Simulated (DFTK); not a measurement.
Crystal: Te.

```
CELL_PARAMETERS angstrom
4.45400 0.00000 0.00000
-2.22700 3.85728 0.00000
0.00000 0.00000 5.92400
ATOMIC_POSITIONS crystal
Te 0.73100 0.73100 0.00000
Te 0.00000 0.26900 0.66667
Te 0.26900 0.00000 0.33333
```

Base run:

* Program: DFTK 0.8.2
* Functional: PBEsol
* Potentials or basis: dojo.nc.sr.pbesol.v0_4_1.standard.upf (PBEsol)
* Cutoff: 1088 eV
* k mesh: 7 × 7 × 5
* Occupations: fermi-dirac, width 0.05 eV
* Spin: no spin polarisation

Its results: pressure -0.8 GPa; largest force 0.153 eV/Å.

Task: The run is repeated on the same cell with these changes: functional from PBEsol to LDA; potentials or basis from dojo.nc.sr.pbesol.v0_4_1.standard.upf (PBEsol) to cp2k.nc.sr.lda.v0_1.largecore.gth (LDA, GTH); cutoff from 1088 eV to 544 eV; valence electrons from 48 to 18. What comes out?

Result: Pressure -1.8 GPa; largest force 0.108 eV/Å.

Caveats: GTH potentials come without recommended cutoffs, and this one wasn't checked for convergence (some runs).

Not every run made on this cell is shown here.
